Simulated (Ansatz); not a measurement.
# Ag: strong compression, part 1 of 2

Aim: compress Ag (simple hexagonal type) step by step, far beyond the usual range, and follow pressure and electronic structure. The runs shown use LAPW, crystal datasets and norm-conserving. Companion runs by PAW are cited. Its runs: the reference run (LAPW); volume scaled by 1 (crystal datasets and norm-conserving); volume scaled by 0.88 (LAPW and crystal datasets); volume scaled by 0.78 (LAPW); volume scaled by 0.68 (LAPW and norm-conserving); volume scaled by 0.58 (LAPW); volume scaled by 0.5 (LAPW); volume scaled by 0.43 (LAPW, crystal datasets and norm-conserving).

Computed with Ansatz 0.2.0 (DFT PBE, with the methods named in each step, unless a step's input says otherwise).

### 1 The starting structure

The structure is hexagonal, space group P6/mmm (No. 191). The conventional cell has a = 2.846 Å, b = 2.846 Å, c = 2.769 Å, α = 90.00°, β = 90.00°, γ = 120.00°. Around Ag (site symmetry 6/mmm) lie 8 Ag at 2.77 to 2.85 Å.

As a file:

```xyz
1
Lattice="2.8465 0.0000 0.0000 -1.4232 2.4651 0.0000 0.0000 0.0000 2.7685" Properties=species:S:1:pos:R:3 pbc="T T T"
Ag    0.0000    0.0000    0.0000
```

Whether this phase is the stable one at these pressures isn't tested.

### 2 The reference volume, LAPW

Input file input.yaml:

```yaml
crystal:
  lattice:
    - [2.8464770861, 0.0, 0.0]
    - [-1.423238543, 2.4651214678, 0.0]
    - [0.0, 0.0, 2.7685463678]
  atoms:
    - { symbol: Ag, position: [0.0, 0.0, 0.0] }
kpoints:
  mp_grid: { grid: [15, 15, 14] }
  band_path:
    path:
      - [0.0, 0.0, 0.0]
      - [0.5, 0.0, 0.0]
      - [0.3333333333, 0.3333333333, 0.0]
      - [0.0, 0.0, 0.0]
      - [0.0, 0.0, 0.5]
      - [0.5, 0.0, 0.5]
      - [0.3333333333, 0.3333333333, 0.5]
      - [0.0, 0.0, 0.5]
      - [0.5, 0.0, 0.5]
    npoints: 14
scf:
  occupations: { method: fermi_dirac, width: 0.08 }
hamiltonian:
  xc: pbe
  pseudopotentials: { kind: all_electron, lapw: { basis_error: 0.001 } }
output:
  forces: true
  stress: true
  eigenvalues: true
  populations: true
  dos: { projected: true, de: 0.2, e_range: [-14, 8] }
```

On the command line:

```bash
$ ansatz run input.yaml --threads 1 --pin off --max-ram 2048MiB --backend cpu --events-out ev --progress --plain --runs-dir out
```

The log of the run:

```text
Ag: projections on atomic orbitals take those of the free atom 1s2 2s2 2p6 3s2 3p6 3d10 4s2 4p6 4d10 5s1, of charge +0.00 (hamiltonian.pseudopotentials.projection_atoms)
LAPW: plane waves up to 8.340 Å⁻¹, error target 1.0e-3 eV per atom; small_component_spin mean_spin; Ag in spheres of 1.384 Å, 19 of its electrons in bands, Dirac shells []
Engine: ansatz 0.2.0
Pseudopotentials: kind: all_electron
Pseudopotential: Ag, LAPW, valence charge 19, Koelling and Harmon's equation, gaussian nucleus
Functional definition: PBE
  parameter kappa = 0.804
  parameter beta = 0.06672455060314922
  exchange = pbe_x(kappa = kappa, mu = beta*pi^2/3)
  correlation = pbe_c(beta = beta)
Crystal: 1 atoms, lattice volume = 19.427 Å³
Basis set: ecut = 265.0234152312438 eV, 199 PW (Γ), exchange–correlation at level 2
Bands: 14, of which v1, the nominal top of the filled ones, is band 10 counted from 1 (9 counted from 0)
Symmetry: 24 space group operations
Space group: P6/mmm (ITA 191), of the structure as read, at distance tolerance 2.7e-5 Å
k-points: 216 of 3150
Non-local potential: Ag, projectors of the file, none
Initial density: superposition of atomic densities (chi_scale 0.1, normalization cell)
Initial wavefunctions: plane waves of lowest kinetic energy (no species holds an atomic orbital)
Functional: x = pbe(κ = 0.804, μ = 0.2195149727645171), c = pbe(β = 0.06672455060314922)
iter 1 solved again at ethr=3.99e-4 eV; its pass at ethr=1.00e-1 eV (dr2=7.59e-2 eV) is discarded
SCF iter   1: F=—  HF=-144656.323581 eV  |F-HF|=—  |Δ(HF+E_count)|=         —  Δρ=2.13e-2  dr2=7.66e-2  ethr=3.99e-4  ⟨swp⟩=3.0  Hψ=21079  notcnv=0
preconditioner: auto → none  [metal: Δε(μ)=0.097 eV  Ē_g=14.912 eV  σ=0.080 eV  W_gap=0.27  n_scr=8 (ndim 8)  ℏωp=27.9 eV  f_vac=0.000  D(μ)=0.25/eV (n_scr^D=0)  sad-step TF]
iter 2 solved again at ethr=1.75e-5 eV; its pass at ethr=3.99e-4 eV (dr2=3.32e-3 eV) is discarded
SCF iter   2: F=—  HF=-144656.156398 eV  |F-HF|=—  |Δ(HF+E_count)|=   1.67e-1  Δρ=3.86e-3  dr2=3.33e-3  ethr=1.75e-5  ⟨swp⟩=2.0  Hψ=15151  notcnv=0
SCF iter   3: F=—  HF=-144656.119886 eV  |F-HF|=—  |Δ(HF+E_count)|=   3.65e-2  Δρ=4.58e-3  dr2=4.02e-3  ethr=1.75e-5  ⟨swp⟩=2.9  Hψ=8908  notcnv=0
SCF iter   4: F=—  HF=-144656.118841 eV  |F-HF|=—  |Δ(HF+E_count)|=   1.04e-3  Δρ=6.64e-4  dr2=7.87e-5  ethr=1.75e-5  ⟨swp⟩=2.0  Hψ=8198  notcnv=0  defer=1
SCF iter   5: F=—  HF=-144656.118884 eV  |F-HF|=—  |Δ(HF+E_count)|=   4.31e-5  Δρ=4.32e-5  dr2=2.18e-7  ethr=4.14e-7  ⟨swp⟩=2.5  Hψ=8218  notcnv=0
SCF iter   6: F=-144656.118884 eV  HF=-144656.118884 eV  |F-HF|=7.42e-9  |Δ(HF+E_count)|=   2.90e-7  Δρ=7.30e-6  dr2=5.32e-9  ethr=1.15e-9  ⟨swp⟩=3.0  Hψ=9277  notcnv=0
SCF 1 converged in 6 iterations: F = -144656.118884 eV  dr2 = 5.32e-9
the search or the solves at the SCF's close seem to have found levels that the self-consistency loop had missed (the run counts 1). By its estimate they hold under 1e-12 electrons; where the run keeps them, the occupations were computed again with them
NSCF: frozen V_eff on 113 k-points
SCF converged after 6 iterations
Free energy (F): -144656.118884 eV
Harris-Foulkes:  -144656.118884 eV  (|F-HF|=7.42e-9)
Internal energy: -144656.114107 eV  (E = F + TS)
E sigma→0 (E₀):  -144656.116496 eV
Entropy (-TS):   -0.004777 eV (-4.777 meV/atom)
Fermi energy:    15.816493 eV
--- Per-component energies (eV) ---
  E_band       = -258.214098
  E_kinetic    = 151247.445715
  E_xc         = -4066.317846
  E_electrostatic = -291837.241976  (all electrons and nuclei)
  E_smearing   = -0.004777  (= −TS)
  E_closure    = 0.000000  (closes the sum)
  E_atoms      = -144653.584547  (free atoms, spherical and without spin; not in F)
  Σ components = -144656.118884   (vs F -144656.118884, Δ=0.00e0)
  Basis errors (estimates in eV, not in F): energy 3.0e-4 per atom: plane waves 2.8e-4 (1.5e-4 summed), levels above the bands 2.3e-63, relativity 5.7e-8, radial functions 1.7e-5, core shells 1.6e-6; eigenvalues (radial functions only) 7.4e-6; not estimated: angular momenta, meshes, grids; target (lapw.basis_error) 1.0e-3; muffin-tin radii Ag 1.384 Å
--- Forces (eV/Å), atoms counted from 1 ---
  atom   1  Ag    -0.00000000     0.00000000     0.00000000
  max |Σ_I F_I| component: 2.14e-31 eV/Å
--- Stress (GPa, compression-positive) ---
       -0.014145      -0.000000      -0.000000
       -0.000000      -0.014145      -0.000000
       -0.000000      -0.000000      -0.040172
  P = ⅓ Tr σ = -0.0228 GPa (-0.228 kbar)
--- Band table (eV; the first three rows and the last of 216) ---
  k-point 0: bands = ["-75.9033", "-39.3041", "-39.3041", "-39.3030", "8.9822", "10.0221", "11.3885", "11.3885", "12.9963", "12.9963", "28.9775", "31.9044", "34.5499", "34.6222"]
  k-point 1: bands = ["-75.9028", "-39.3101", "-39.3036", "-39.3036", "9.0784", "10.1057", "11.3975", "11.3975", "12.9520", "12.9520", "27.9534", "31.9900", "34.8386", "34.8386"]
  k-point 2: bands = ["-75.9013", "-39.3297", "-39.3021", "-39.3021", "9.3258", "10.3873", "11.4230", "11.4230", "12.8301", "12.8301", "25.9693", "32.2438", "35.4738", "35.4738"]
  k-point 215: bands = ["-75.8766", "-39.4221", "-39.3962", "-39.3962", "10.7376", "10.7376", "11.7751", "11.7751", "13.4421", "22.6058", "24.1243", "24.1243", "26.3672", "27.0139"]
--- Löwdin populations: 1 site ---
  site symbol       q [e]
     0     Ag     46.8872
  spilling = 0.002399 (of n_electrons = 47.000000)
```

Wall time 20 s (1 thread of Arm Neoverse V1, shared host); peak memory 0.37 GiB.

Read from it: pressure -0.02 GPa; no gap.

At the corners of the path (eV, zero at the Fermi level):

| point | band 6 | band 7 | band 8 | band 9 | band 10 | band 11 | band 12 |
| --- | --- | --- | --- | --- | --- | --- | --- |
| Γ | -5.79 | -4.43 | -4.43 | -2.82 | -2.82 | 13.16 | 16.09 |
| M | -5.16 | -3.85 | -3.04 | -2.57 | -0.01 | 3.10 | 12.13 |
| K | -4.52 | -4.52 | -3.53 | -3.53 | 4.04 | 4.04 | 4.04 |
| Γ | -5.79 | -4.43 | -4.43 | -2.82 | -2.82 | 13.16 | 16.09 |
| A | -4.24 | -4.24 | -3.65 | -3.65 | -0.90 | 1.34 | 18.80 |
| L | -5.48 | -4.03 | -2.51 | -2.21 | 4.21 | 4.89 | 8.96 |
| H | -5.08 | -4.04 | -4.04 | -2.37 | 6.79 | 8.31 | 8.31 |
| A | -4.24 | -4.24 | -3.65 | -3.65 | -0.90 | 1.34 | 18.80 |
| L | -5.48 | -4.03 | -2.51 | -2.21 | 4.21 | 4.89 | 8.96 |

States per cell in windows of 1 eV (zero at the Fermi level; grid of 0.20 eV, so sharp peaks spill over the borders):

```
from  to  total  Ag 4d  Ag 5s
  -7  -6   0.05   0.00   0.05
  -6  -5   2.16   1.90   0.26
  -5  -4   3.21   3.02   0.17
  -4  -3   3.58   3.50   0.07
  -3  -2   1.45   1.33   0.11
  -2  -1   0.23   0.07   0.14
  -1   0   0.26   0.05   0.16
   0   1   0.28   0.03   0.15
   1   2   0.26   0.02   0.14
   2   3   0.27   0.02   0.14
   3   4   0.32   0.02   0.15
   4   5   0.43   0.01   0.14
```

### 3 Volume scaled by 1, crystal datasets

Input file input.yaml:

```yaml
crystal:
  lattice:
    - [2.8464770861, 0.0, 0.0]
    - [-1.423238543, 2.4651214678, 0.0]
    - [0.0, 0.0, 2.7685463678]
  atoms:
    - { symbol: Ag, position: [0.0, 0.0, 0.0] }
kpoints:
  mp_grid: { grid: [15, 15, 14] }
scf:
  occupations: { method: fermi_dirac, width: 0.08 }
hamiltonian:
  xc: pbe
  pseudopotentials: { kind: all_electron, datasets: crystal }
output:
  forces: true
  stress: true
  eigenvalues: true
```

On the command line:

```bash
$ ansatz run input.yaml --threads 1 --pin off --max-ram 2048MiB --backend cpu --events-out ev --progress --plain --runs-dir out
```

The log of the run, cut to the lines that bear on the results:

```text
[...]
[... 1 set-up line as earlier in the session ...]
Pseudopotential: Ag, paw, valence charge 19, recommended cutoff 260 eV (normal), Koelling and Harmon's equation, gaussian nucleus
[... 1 set-up line as earlier in the session ...]
[...]
Crystal: 1 atoms, lattice volume = 19.427 Å³
Basis set: ecut = 260 eV, 199 PW (Γ), exchange–correlation on 30×30×30 points (8 copies of the dense FFT grid, shifted against one another)
[...]
  atom   1  Ag     0.00000000     0.00000000     0.00000000
[...]
--- Stress (GPa, compression-positive) ---
       -0.013021      -0.000000      -0.000000
       -0.000000      -0.013021      -0.000000
       -0.000000      -0.000000      -0.036637
  P = ⅓ Tr σ = -0.0209 GPa (-0.209 kbar)
  It holds what live shells' own plane waves past their cutoff add
--- Band table (eV; the first three rows and the last of 216) ---
  k-point 0: bands = ["8.9821", "10.0221", "11.3884", "11.3884", "12.9959", "12.9959", "28.9774", "31.9041"]
[...]
```

It took 10 s on 1 thread of Arm Neoverse V1, shared host; peak memory 0.41 GiB.

This run gives: pressure -0.02 GPa; no gap.

### 4 Volume scaled by 1, norm-conserving

Edit input.yaml of step 3 so:

```diff
@@ -13,3 +13,3 @@
   xc: pbe
-  pseudopotentials: { kind: all_electron, datasets: crystal }
+  pseudopotentials: { kind: nc }
 output:
```

On the command line:

```bash
$ ansatz run input.yaml --threads 1 --pin off --max-ram 2048MiB --backend cpu --events-out ev --progress --plain --runs-dir out
```

The log of the run, cut to the lines that bear on the results:

```text
[...]
Pseudopotentials: kind: nc
Pseudopotential: Ag, nc, valence charge 19, recommended cutoff 960 eV (normal), Ag.nc.azcp
[... 1 set-up line as earlier in the session ...]
[...]
Crystal: 1 atoms, lattice volume = 19.427 Å³
Basis set: ecut = 960 eV, 1279 PW (Γ), exchange–correlation on 60×60×60 points (8 copies of the dense FFT grid, shifted against one another)
Bands: 14, of which v1, the nominal top of the filled ones, is band 10 counted from 1 (9 counted from 0)
[...]
  atom   1  Ag    -0.00000000     0.00000000     0.00000000
[...]
--- Stress (GPa, compression-positive) ---
        0.011520       0.000000       0.000000
        0.000000       0.011520      -0.000000
        0.000000      -0.000000      -0.019547
  P = ⅓ Tr σ = 0.0012 GPa (0.012 kbar)
--- Band table (eV; the first three rows and the last of 216) ---
  k-point 0: bands = ["-77.0526", "-40.4622", "-40.4622", "-40.4607", "7.8063", "8.8457", "10.2128", "10.2128", "11.8236", "11.8236", "27.8029", "30.7295", "33.3768", "33.4501"]
[...]
```

It took 9.3 s on 1 thread of Arm Neoverse V1, shared host; peak memory 0.34 GiB.

In short: pressure 0.00 GPa; no gap.

### 5 Volume scaled by 0.88, LAPW

Input file input.yaml:

```yaml
crystal:
  lattice:
    - [2.7330660471, 0.0, 0.0]
    - [-1.3665330236, 2.366904627, 0.0]
    - [0.0, 0.0, 2.6427105835]
  atoms:
    - { symbol: Ag, position: [0.0, 0.0, 0.0] }
kpoints:
  mp_grid: { grid: [15, 15, 14] }
scf:
  occupations: { method: fermi_dirac, width: 0.08 }
hamiltonian:
  xc: pbe
  pseudopotentials: { kind: all_electron, lapw: { basis_error: 0.001 } }
output:
  forces: true
  stress: true
  eigenvalues: true
  populations: true
```

On the command line:

```bash
$ ansatz run input.yaml --threads 1 --pin off --max-ram 2048MiB --backend cpu --events-out ev --progress --plain --runs-dir out
```

The log of the run, cut to the lines that bear on the results:

```text
Ag: projections on atomic orbitals take those of the free atom 1s2 2s2 2p6 3s2 3p6 3d10 4s2 4p6 4d10 5s1, of charge +0.00 (hamiltonian.pseudopotentials.projection_atoms)
LAPW: plane waves up to 8.792 Å⁻¹, error target 1.0e-3 eV per atom; small_component_spin mean_spin; Ag in spheres of 1.321 Å, 29 of its electrons in bands, Dirac shells []
[...]
[... 1 set-up line as earlier in the session ...]
[...]
        0.000000      -0.000000      14.087257
  P = ⅓ Tr σ = 14.0777 GPa (140.777 kbar)
--- Band table (eV; the first three rows and the last of 216) ---
  k-point 0: bands = ["-336.5968", "-336.5874", "-336.5874", "-336.5799", "-336.5799", "-73.3317", "-36.6870", "-36.6870", "-36.6817", "10.9985", "12.1595", "13.8511", "13.8511", "15.8704", "15.8704", "32.8661", "35.0663", "38.8676", "38.8676"]
[...]
--- Löwdin populations: 1 site ---
  site symbol       q [e]
     0     Ag     46.8744
  spilling = 0.002672 (of n_electrons = 47.000000)
```

It took 21 s on 1 thread of Arm Neoverse V1, shared host; peak memory 0.4 GiB.

Result: pressure 14.08 GPa; no gap.

### 6 Volume scaled by 0.88, crystal datasets

Edit input.yaml of step 5 so:

```diff
@@ -13,3 +13,3 @@
   xc: pbe
-  pseudopotentials: { kind: all_electron, lapw: { basis_error: 0.001 } }
+  pseudopotentials: { kind: all_electron, datasets: crystal }
 output:
@@ -18,2 +18 @@
   eigenvalues: true
-  populations: true
```

On the command line:

```bash
$ ansatz run input.yaml --threads 1 --pin off --max-ram 2048MiB --backend cpu --events-out ev --progress --plain --runs-dir out
```

The log of the run, cut to the lines that bear on the results:

```text
[...]
[... 1 set-up line as earlier in the session ...]
Pseudopotential: Ag, paw, valence charge 19, recommended cutoff 280 eV (normal), Koelling and Harmon's equation, gaussian nucleus
[... 1 set-up line as earlier in the session ...]
[...]
Crystal: 1 atoms, lattice volume = 17.095 Å³
Basis set: ecut = 280 eV, 199 PW (Γ), exchange–correlation on 30×30×30 points (8 copies of the dense FFT grid, shifted against one another)
[...]
  atom   1  Ag     0.00000000     0.00000000     0.00000000
[...]
--- Stress (GPa, compression-positive) ---
       14.074555      -0.000000       0.000000
       -0.000000      14.074555      -0.000000
        0.000000      -0.000000      14.093696
  P = ⅓ Tr σ = 14.0809 GPa (140.809 kbar)
  It holds what live shells' own plane waves past their cutoff add
--- Band table (eV; the first three rows and the last of 216) ---
  k-point 0: bands = ["10.9985", "12.1595", "13.8510", "13.8510", "15.8700", "15.8700", "32.8659", "35.0660"]
[...]
```

Wall time 9.9 s (1 thread of Arm Neoverse V1, shared host); peak memory 0.41 GiB.

Read from it: pressure 14.08 GPa; no gap.

### 7 Volume scaled by 0.78, LAPW

Input file input.yaml:

```yaml
crystal:
  lattice:
    - [2.6282707304, 0.0, 0.0]
    - [-1.3141353652, 2.2761492206, 0.0]
    - [0.0, 0.0, 2.5329206884]
  atoms:
    - { symbol: Ag, position: [0.0, 0.0, 0.0] }
kpoints:
  mp_grid: { grid: [15, 15, 14] }
scf:
  occupations: { method: fermi_dirac, width: 0.08 }
hamiltonian:
  xc: pbe
  pseudopotentials: { kind: all_electron, lapw: { basis_error: 0.001 } }
output:
  forces: true
  stress: true
  eigenvalues: true
  populations: true
```

On the command line:

```bash
$ ansatz run input.yaml --threads 1 --pin off --max-ram 2048MiB --backend cpu --events-out ev --progress --plain --runs-dir out
```

The log of the run, cut to the lines that bear on the results:

```text
Ag: projections on atomic orbitals take those of the free atom 1s2 2s2 2p6 3s2 3p6 3d10 4s2 4p6 4d10 5s1, of charge +0.00 (hamiltonian.pseudopotentials.projection_atoms)
LAPW: plane waves up to 9.219 Å⁻¹, error target 1.0e-3 eV per atom; small_component_spin mean_spin; Ag in spheres of 1.266 Å, 29 of its electrons in bands, Dirac shells []
[...]
[... 1 set-up line as earlier in the session ...]
[...]
        0.000000       0.000000      38.585027
  P = ⅓ Tr σ = 38.5744 GPa (385.744 kbar)
--- Band table (eV; the first three rows and the last of 216) ---
  k-point 0: bands = ["-333.7726", "-333.7645", "-333.7645", "-333.7548", "-333.7548", "-70.5785", "-33.8707", "-33.8707", "-33.8597", "13.1958", "14.4257", "16.4697", "16.4697", "18.9648", "18.9648", "36.8758", "38.3404", "43.2999", "43.2999"]
[...]
--- Löwdin populations: 1 site ---
  site symbol       q [e]
     0     Ag     46.8639
  spilling = 0.002897 (of n_electrons = 47.000000)
```

Wall time 21 s (1 thread of Arm Neoverse V1, shared host); peak memory 0.4 GiB.

This run gives: pressure 38.57 GPa; no gap.

### 8 Volume scaled by 0.68, LAPW

Edit input.yaml of step 7 so:

```diff
@@ -2,5 +2,5 @@
   lattice:
-    - [2.6282707304, 0.0, 0.0]
-    - [-1.3141353652, 2.2761492206, 0.0]
-    - [0.0, 0.0, 2.5329206884]
+    - [2.5130750006, 0.0, 0.0]
+    - [-1.2565375003, 2.1763867921, 0.0]
+    - [0.0, 0.0, 2.4152672835]
   atoms:
```

On the command line:

```bash
$ ansatz run input.yaml --threads 1 --pin off --max-ram 2048MiB --backend cpu --events-out ev --progress --plain --runs-dir out
```

The log of the run, cut to the lines that bear on the results:

```text
Ag: projections on atomic orbitals take those of the free atom 1s2 2s2 2p6 3s2 3p6 3d10 4s2 4p6 4d10 5s1, of charge +0.00 (hamiltonian.pseudopotentials.projection_atoms)
LAPW: plane waves up to 9.715 Å⁻¹, error target 1.0e-3 eV per atom; small_component_spin mean_spin; Ag in spheres of 1.208 Å, 29 of its electrons in bands, Dirac shells []
[...]
[... 1 set-up line as earlier in the session ...]
[...]
        0.000000       0.000000      87.762167
  P = ⅓ Tr σ = 87.7704 GPa (877.704 kbar)
--- Band table (eV; the first three rows and the last of 216) ---
  k-point 0: bands = ["-330.0704", "-330.0644", "-330.0644", "-330.0522", "-330.0522", "-67.0196", "-30.2020", "-30.2020", "-30.1836", "16.1015", "17.3261", "19.8371", "19.8371", "22.9981", "22.9981", "41.9167", "42.4212", "48.8443", "48.8443"]
[...]
--- Löwdin populations: 1 site ---
  site symbol       q [e]
     0     Ag     46.8525
  spilling = 0.003139 (of n_electrons = 47.000000)
```

It took 22 s on 1 thread of Arm Neoverse V1, shared host; peak memory 0.4 GiB.

In short: pressure 87.77 GPa; no gap.

### 9 Volume scaled by 0.68, norm-conserving

Edit input.yaml of step 8 so:

```diff
@@ -13,3 +13,3 @@
   xc: pbe
-  pseudopotentials: { kind: all_electron, lapw: { basis_error: 0.001 } }
+  pseudopotentials: { kind: nc }
 output:
@@ -18,2 +18 @@
   eigenvalues: true
-  populations: true
```

On the command line:

```bash
$ ansatz run input.yaml --threads 1 --pin off --max-ram 2048MiB --backend cpu --events-out ev --progress --plain --runs-dir out
```

The log of the run, cut to the lines that bear on the results:

```text
[...]
[... 3 set-up lines as earlier in the session ...]
[...]
Crystal: 1 atoms, lattice volume = 13.210 Å³
Basis set: ecut = 960 eV, 889 PW (Γ), exchange–correlation on 54×54×50 points (8 copies of the dense FFT grid, shifted against one another)
Bands: 14, of which v1, the nominal top of the filled ones, is band 10 counted from 1 (9 counted from 0)
[...]
  atom   1  Ag    -0.00000000     0.00000000     0.00000000
[...]
--- Stress (GPa, compression-positive) ---
       88.048623       0.000000       0.000000
       -0.000000      88.048623       0.000000
        0.000000       0.000000      87.992713
  P = ⅓ Tr σ = 88.0300 GPa (880.300 kbar)
--- Band table (eV; the first three rows and the last of 216) ---
  k-point 0: bands = ["-68.6824", "-31.8941", "-31.8941", "-31.8748", "14.3758", "15.5938", "18.1057", "18.1057", "21.2721", "21.2721", "40.1931", "40.6954", "47.1340", "47.1340"]
[...]
```

Wall time 6.9 s (1 thread of Arm Neoverse V1, shared host); peak memory 0.29 GiB.

This run gives: pressure 88.03 GPa; no gap.

### 10 Volume scaled by 0.58, LAPW

Input file input.yaml:

```yaml
crystal:
  lattice:
    - [2.3851134846, 0.0, 0.0]
    - [-1.1925567423, 2.0655688686, 0.0]
    - [0.0, 0.0, 2.2870575014]
  atoms:
    - { symbol: Ag, position: [0.0, 0.0, 0.0] }
kpoints:
  mp_grid: { grid: [15, 15, 14] }
scf:
  occupations: { method: fermi_dirac, width: 0.08 }
hamiltonian:
  xc: pbe
  pseudopotentials: { kind: all_electron, lapw: { basis_error: 0.001 } }
output:
  forces: true
  stress: true
  eigenvalues: true
  populations: true
```

On the command line:

```bash
$ ansatz run input.yaml --threads 1 --pin off --max-ram 2048MiB --backend cpu --events-out ev --progress --plain --runs-dir out
```

The log of the run, cut to the lines that bear on the results:

```text
Ag: projections on atomic orbitals take those of the free atom 1s2 2s2 2p6 3s2 3p6 3d10 4s2 4p6 4d10 5s1, of charge +0.00 (hamiltonian.pseudopotentials.projection_atoms)
LAPW: plane waves up to 10.305 Å⁻¹, error target 1.0e-3 eV per atom; small_component_spin mean_spin; Ag in spheres of 1.144 Å, 35 of its electrons in bands, Dirac shells []
[...]
[... 1 set-up line as earlier in the session ...]
[...]
  atom   1  Ag    -0.00000000    -0.00000000     0.00000000
[...]
--- Stress (GPa, compression-positive) ---
      191.457050      -0.000000       0.000000
       -0.000000     191.457050       0.000000
        0.000000       0.000000     191.322599
  P = ⅓ Tr σ = 191.4122 GPa (1914.122 kbar)
--- Band table (eV; the first three rows and the last of 216) ---
[... band rows left out ...]
[...]
--- Löwdin populations: 1 site ---
  site symbol       q [e]
     0     Ag     46.8425
  spilling = 0.003350 (of n_electrons = 47.000000)
```

It took 24 s on 1 thread of Arm Neoverse V1, shared host; peak memory 0.42 GiB.

Result: pressure 191.41 GPa; no gap.

(Continued in part 2 of 2.)
